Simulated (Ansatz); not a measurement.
Geometry optimisation in Ansatz: input, command and trajectory.

```yaml
crystal:
  lattice:
    - [3.7213795779, 0.0, 0.0]
    - [-1.860689789, 3.2228092516, 0.0]
    - [0.0, 0.0, 4.6877082521]
  atoms:
    - { symbol: Si, position: [0.3333333333, 0.6666666667, 0.75] }
    - { symbol: Si, position: [0.6666666667, 0.3333333333, 0.25] }
    - { symbol: Ni, position: [0.0, 0.0, 0.0] }
    - { symbol: Ni, position: [0.0, 0.0, 0.5] }
    - { symbol: Ni, position: [0.3333333333, 0.6666666667, 0.25] }
    - { symbol: Ni, position: [0.6666666667, 0.3333333333, 0.75] }
basis:
  ecutwfc: 500
kpoints:
  mp_grid: { grid: [12, 12, 8] }
hamiltonian:
  xc: r2scan
scf:
  occupations: { method: gaussian, width: 0.1 }
output:
  forces: true
  stress: true
  eigenvalues: true
  write_density: true
  write_potential: true
  elf: true
  volumetric_format: npy
relax:
  adjacent_minimum: "off"
  f_tol: 0.01
  max_steps: 30
  cell: { stress_tol: 0.1, fix: [volume] }
```

```bash
ansatz run input.yaml --threads 1 --pin off --max-ram 2560MiB --backend cpu --events-out ev --progress --plain --runs-dir out
```

Method: DFT r2SCAN, scalar-relativistic, plane waves, PAW in Ansatz 0.2.0.

The volume is held at 0.88 times that of the relaxed cell.

Of 4 frames 3 are shown, positions in Å and forces in eV/Å; the SCF threshold varies from step to step. Steps run on the plane waves of an earlier cell, with a Pulay correction in the pressure. The basis is chosen afresh for the last frame, the zero of the energies, and at times for earlier ones too; energy and pressure step there, also at an unchanged geometry. Spin polarisation was left out; whether the Ni atoms would carry moments isn't shown by this run.

```xyz
6
Lattice="3.7214 0.0000 0.0000 -1.8607 3.2228 0.0000 0.0000 0.0000 4.6877" Properties=species:S:1:pos:R:3:forces:R:3 pbc="T T T" step=1 free_energy_over_end_meV_per_atom=0.08 pressure_GPa=38.94
Si    0.0000    2.1485    3.5158    0.0000    0.0000    0.0000
Si    1.8607    1.0743    1.1719    0.0000    0.0000    0.0000
Ni    0.0000    0.0000    0.0000    0.0000    0.0000    0.0000
Ni    0.0000    0.0000    2.3439    0.0000    0.0000    0.0000
Ni    0.0000    2.1485    1.1719    0.0000    0.0000    0.0000
Ni    1.8607    1.0743    3.5158    0.0000    0.0000    0.0000
6
Lattice="3.7228 0.0000 0.0000 -1.8614 3.2241 0.0000 0.0000 0.0000 4.6840" Properties=species:S:1:pos:R:3:forces:R:3 pbc="T T T" step=2 free_energy_over_end_meV_per_atom=0.03 pressure_GPa=38.91
Si    0.0000    2.1494    3.5130    0.0000    0.0000    0.0000
Si    1.8614    1.0747    1.1710    0.0000    0.0000    0.0000
Ni    0.0000    0.0000    0.0000    0.0000    0.0000    0.0000
Ni    0.0000    0.0000    2.3420    0.0000    0.0000    0.0000
Ni    0.0000    2.1494    1.1710    0.0000    0.0000    0.0000
Ni    1.8614    1.0747    3.5130    0.0000    0.0000    0.0000
6
Lattice="3.7250 0.0000 0.0000 -1.8625 3.2259 0.0000 0.0000 0.0000 4.6786" Properties=species:S:1:pos:R:3:forces:R:3 pbc="T T T" step=4 free_energy_over_end_meV_per_atom=0.00 pressure_GPa=38.86
Si    0.0000    2.1506    3.5090    0.0000    0.0000    0.0000
Si    1.8625    1.0753    1.1697    0.0000    0.0000    0.0000
Ni    0.0000    0.0000    0.0000    0.0000    0.0000    0.0000
Ni    0.0000    0.0000    2.3393    0.0000    0.0000    0.0000
Ni    0.0000    2.1506    1.1697    0.0000    0.0000    0.0000
Ni    1.8625    1.0753    3.5090    0.0000    0.0000    0.0000
```

The run took 4.2 min on 1 thread of Intel(R) Xeon(R) Processor @ 2.50GHz (Skylake/Cascade Lake) (shared host), peak memory 0.69 GiB.